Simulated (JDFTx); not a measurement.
Crystal: WC (Qusongite).

```
W C
1.0
     2.90650    0.00000    0.00000
    -1.45325    2.51710    0.00000
     0.00000    0.00000    2.83660
W C
1 1
Direct
  0.00000 0.00000 0.00000
  0.66667 0.33333 0.50000
```

| Item | Value |
| --- | --- |
| Program | JDFTx 1.7.0 (patched build) |
| Task | relaxation of cell and atoms |
| Functional | r2SCAN |
| Potentials or basis | SG15-PBE-1.2 |
| Cutoff | 1088 eV |
| Density cutoff | 8708 eV |
| k mesh | 5 × 5 × 4 |
| Occupations | fermi-dirac, width 0.05 eV |
| Spin | no spin polarisation |

At the start: pressure -8.2 GPa; volume 10.38 Å³/atom.

Problem. Where does the relaxation end?

Solution. Over 5 steps the energy falls by 5.9 meV/atom and the volume is 10.17 Å³/atom (-2.0 %); space group P-6m2 (No. 187, to 0.05 Å).

Step by step:
```
step  energy change (eV)  largest force (eV/Å)  pressure (GPa)  volume (Å³)
   1              0.0000                0.0000           -8.17        20.75
   2             -0.0045                0.0000           -6.46        20.66
   3             -0.0119                0.0000           -0.01        20.34
   4             -0.0119                0.0000            0.02        20.34
   5             -0.0119                0.0000            0.00        20.34
```

Final structure:
```xyz
2
Lattice="2.8924 0.0000 0.0000 -1.4462 2.5049 0.0000 0.0000 0.0000 2.8079" Properties=species:S:1:pos:R:3 pbc="T T T"
W     0.0000    0.0000    0.0000
C     1.4462    0.8350    1.4040
```

Caveat: the k mesh is coarse (spacing up to 0.55 Å⁻¹), so the values aren't converged; meta-GGA forces are noisy on this grid; the potentials were made for another functional, which shifts forces and pressure.
